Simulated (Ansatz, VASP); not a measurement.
# TiSi2 in VASP and in Ansatz

```
Ti Si
1.0
     0.00000    4.03346    4.17588
     2.34073    0.00000    4.17588
     2.34073    4.03346    0.00000
Ti Si
2 4
Direct
  0.75000 0.75000 0.75000
  0.50000 0.50000 0.50000
  0.41257 0.08743 0.41257
  0.08743 0.41257 0.08743
  0.16257 0.83743 0.16257
  0.83743 0.16257 0.83743
```

Change from the starting cell: volume scaled by 0.94.

Alike in both runs: task single point; functional PBEsol; k mesh 7 × 7 × 7; occupations fermi-dirac, width 0.05 eV; no spin polarisation.

|  | VASP | Ansatz |
| --- | --- | --- |
| version | VASP 6.6.1 | Ansatz 0.2.0 |
| potentials or method | VASP PAW PBE potentials, release 64 (Ti_sv, Si), cutoff 520 eV | all-electron LAPW, scalar-relativistic |

Ansatz gave:

| Property | Result |
| --- | --- |
| gap on the k mesh at the Fermi level (eV) | none |
| pressure (GPa) | 8.4 |
| largest component of the traceless stress (GPa) | 2.91 |
| rms of the force components (eV/Å) | 0.043 |

What did VASP give for the same quantities?

gap on the k mesh at the Fermi level (eV): none; pressure (GPa): 8.5; largest component of the traceless stress (GPa): 2.95; rms of the force components (eV/Å): 0.043.

Atom by atom the forces differ by 0.001 eV/Å (rms over components). A gap of «none» marks a metal or a gap that the smearing closes. Ansatz ran all-electron here, so the differences hold the error of VASP's frozen core and of both bases.

Caveats: the PAW data sets were made with another functional, which shifts forces and pressure a little (VASP).
